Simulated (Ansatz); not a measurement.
# Ag (Fm-3m) in Ansatz: single point with PBE

Aim: the single point of Ag with PBE.

Everything below comes from runs of Ansatz 0.2.0. Logs are shortened: lines on timing, memory, paths and dates and some standing lists are left out, and cuts for length are marked.

**1. The crystal as given**

It takes space group Fm-3m (No. 225, cubic). Conventional cell: a = 4.085 Å, b = 4.085 Å, c = 4.085 Å, α = 90.00°, β = 90.00°, γ = 90.00°. Ag (site symmetry m-3m) has 12 Ag at 2.89 Å as nearest neighbours.

**2. Single point, PBE**

The input, input.yaml:

```yaml
crystal:
  lattice:
    - [0.0, 2.04275, 2.04275]
    - [2.04275, 0.0, 2.04275]
    - [2.04275, 2.04275, 0.0]
  atoms:
    - { symbol: Ag, position: [0.0, 0.0, 0.0] }
hamiltonian:
  xc: pbe
  pseudopotentials: { kind: paw }
kpoints:
  mp_grid: { grid: [11, 11, 11] }
scf:
  occupations: { method: gaussian, width: 0.05 }
output:
  forces: true
  stress: true
  eigenvalues: true
```

Potentials or basis: Ansatz PAW.

Run with:

```sh
ansatz run input.yaml --threads 2 --pin off --max-ram 5632MiB --backend cpu --events-out ev --progress --plain --runs-dir out
```

Standard output:

```text
Warning: RAYON_NUM_THREADS=2 ignored (pool sized by the plan → 2); use --threads N
Engine: ansatz 0.2.0, x86_64-unknown-linux-gnu
Pseudopotentials: kind: paw
Pseudopotential: Ag, paw, valence charge 19, recommended cutoff 420 eV (normal), Ag.paw.azcp
Functional definition: PBE
  parameter kappa = 0.804
  parameter beta = 0.06672455060314922
  exchange = pbe_x(kappa = kappa, mu = beta*pi^2/3)
  correlation = pbe_c(beta = beta)
Crystal: 1 atoms, lattice volume = 17.048 Å³
Basis set: ecut = 420 eV, 331 PW (Γ), exchange–correlation on 40×40×40 points (8 copies of the dense FFT grid, shifted against one another)
Bands: 14, of which v1, the nominal top of the filled ones, is band 10 counted from 1 (9 counted from 0)
Symmetry: 48 space group operations
Space group: Fm-3m (ITA 225), of the structure as read, at distance tolerance 2.6e-5 Å
k-points: 56 of 1331
Non-local potential: Ag, projectors of the file, l = 0: 3, l = 1: 2, l = 2: 2, l = 3: 1
PAW form: soft (Blöchl's): semilocal exchange-correlation on the pseudo side does not see the compensation charge
PAW one-centre angular grid: Ag, 590 points (default); XC on 64 Gauss nodes
Initial density: superposition of atomic densities (neutral atoms: chi_scale 0, normalization atom), corrected by the library's trained network
Initial wavefunctions: pseudopotential atomic-orbital guess
Functional: x = pbe(κ = 0.804, μ = 0.2195149727645171), c = pbe(β = 0.06672455060314922)
SCF iter   1: F=—  HF=-7590.544845 eV  |F-HF|=—  |Δ(HF+E_count)|=         —  Δρ=1.08e-3  dr2=9.95e-5  ethr=1.77e-3  ⟨swp⟩=4.6  Hψ=3981  notcnv=0
preconditioner: auto → none  [insulator: Δε(μ)=0.095 eV  Ē_g=16.255 eV  σ=0.050 eV  W_gap=0.82  n_scr=8 (ndim 8)  ℏωp=29.8 eV  f_vac=0.000  D(μ)=0.34/eV (n_scr^D=0)  ε∞_Penn≈4.4]
SCF iter   2: F=—  HF=-7590.545036 eV  |F-HF|=—  |Δ(HF+E_count)|=   1.91e-4  Δρ=5.26e-4  dr2=1.42e-5  ethr=5.24e-7  ⟨swp⟩=2.9  Hψ=1728  notcnv=0
SCF iter   3: F=—  HF=-7590.545054 eV  |F-HF|=—  |Δ(HF+E_count)|=   1.85e-5  Δρ=2.82e-4  dr2=2.65e-6  ethr=7.47e-8  ⟨swp⟩=2.0  Hψ=1083  notcnv=0
SCF iter   4: F=—  HF=-7590.545068 eV  |F-HF|=—  |Δ(HF+E_count)|=   1.42e-5  Δρ=6.24e-5  dr2=1.09e-7  ethr=1.39e-8  ⟨swp⟩=2.0  Hψ=1078  notcnv=0
iter 5 did not close the SCF: its close was put off for the readings that it lacked (scf_convergence_deferred on its scf_iter line)
SCF iter   5: F=-7590.545069 eV  HF=-7590.545069 eV  |F-HF|=1.40e-8  |Δ(HF+E_count)|=   7.45e-7  Δρ=9.32e-6  dr2=4.02e-9  ethr=5.72e-10  ⟨swp⟩=2.0  Hψ=1078  notcnv=0
SCF iter   6: F=-7590.545069 eV  HF=-7590.545069 eV  |F-HF|=5.73e-11  |Δ(HF+E_count)|=   1.53e-8  Δρ=6.25e-7  dr2=2.21e-11  ethr=2.11e-11  ⟨swp⟩=1.8  Hψ=2327  notcnv=0
SCF 1 converged in 6 iterations: F = -7590.545069 eV  dr2 = 2.21e-11
SCF converged after 6 iterations
Free energy (F): -7590.545069 eV
Harris-Foulkes:  -7590.545069 eV  (|F-HF|=5.73e-11)
Internal energy: -7590.544648 eV  (E = F + TS)
E sigma→0 (E₀):  -7590.544858 eV
Entropy (-TS):   -0.000422 eV (-0.422 meV/atom)
Fermi energy:    17.621527 eV
--- Per-component energies (eV) ---
  E_band       = -234.179970
  E_kinetic    = 527.477161
  E_local      = -2193.145398  (includes V_loc(G=0)·N_el)
  E_nonlocal   = 79.832167
  E_hartree    = 999.023474
  E_xc         = -185.077440
  E_vxc        = -235.193561  (∫ρ·V_xc dr)
  E_paw        = -3901.832002  (= ΣΔE_a)
  E_vpaw       = -411.197802  (= ΣTr[D̂ρ^β])
  E_aug_tail   = 0.000328  (compensation charges beyond the density's cutoff)
  E_ewald      = -2916.822938
  E_smearing   = -0.000422  (= −TS)
  E_closure    = 0.000000  (closes the sum)
  Σ components = -7590.545069   (vs F -7590.545069, Δ=0.00e0)
--- Forces (eV/Å), atoms counted from 1 ---
  atom   1  Ag    -0.00000000     0.00000000    -0.00000000
  max |Σ_I F_I| component: 1.85e-32 eV/Å
--- Stress (GPa, compression-positive) ---
        4.302017       0.000000      -0.000000
        0.000000       4.302017       0.000000
        0.000000       0.000000       4.302017
  P = ⅓ Tr σ = 4.3020 GPa (43.020 kbar)
--- Band table (eV; the first three rows and the last of 56) ---
  k-point 0: bands = ["-74.6112", "-38.0015", "-38.0015", "-38.0015", "9.5845", "12.5724", "12.5724", "12.5724", "13.6109", "13.6109", "33.2529", "36.8351", "36.8351", "36.8351"]
  k-point 1: bands = ["-74.6098", "-38.0146", "-38.0035", "-38.0035", "9.8404", "12.5171", "12.6410", "12.6410", "13.5867", "13.5867", "33.2284", "35.0895", "36.9463", "36.9463"]
  k-point 2: bands = ["-74.6061", "-38.0496", "-38.0088", "-38.0088", "10.5069", "12.4815", "12.7640", "12.7640", "13.5962", "13.5962", "31.0790", "34.1252", "37.1087", "37.1087"]
  k-point 55: bands = ["-74.5885", "-38.1161", "-38.1072", "-38.0619", "11.6858", "12.0978", "12.5194", "13.6321", "14.5570", "22.7223", "22.9062", "24.6892", "26.5796", "38.3986"]
```

Run time: 0.48 s. Hardware: 2 threads of Intel Xeon Platinum 8488C (Sapphire Rapids), shared host; peak memory 0.33 GiB.

Results:

| Item | Value |
| --- | --- |
| Free energy | -7590.5451 eV |
| Pressure | 4.3 GPa |
| Band gap on the k mesh | none (metal or under the smearing width) |
